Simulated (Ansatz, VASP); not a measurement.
One calculation of Al, two programs

```
Al
1.0
     0.00000    2.00779    2.00779
     2.00779    0.00000    2.00779
     2.00779    2.00779    0.00000
Al
1
Direct
  0.00000 0.00000 0.00000
```

Alike in both runs: functional PBEsol; k mesh 18 × 18 × 18; occupations gaussian, width 0.1 eV; no spin polarisation.

Ansatz relaxed the structure, and its values are those at the end. VASP's run is a single point on that final structure, the one shown.

|  | VASP | Ansatz |
| --- | --- | --- |
| version | VASP 6.6.1 | Ansatz 0.2.0 |
| potentials or method | VASP PAW PBE potentials, release 64 (Al) | scalar-relativistic, plane waves, PAW |
| plane-wave cutoff (eV) | 520 | 420 |
| valence electrons in the cell | 3 | 3 |

```tsv
	VASP	Ansatz	Ansatz less VASP
gap on the k mesh at the Fermi level (eV)	none	none	-
pressure (GPa)	0.0	0.0	-0.06
```

A gap of «none» marks a metal or a gap that the smearing closes.

Caveats: the PAW data sets were made with another functional, which shifts forces and pressure a little (VASP).
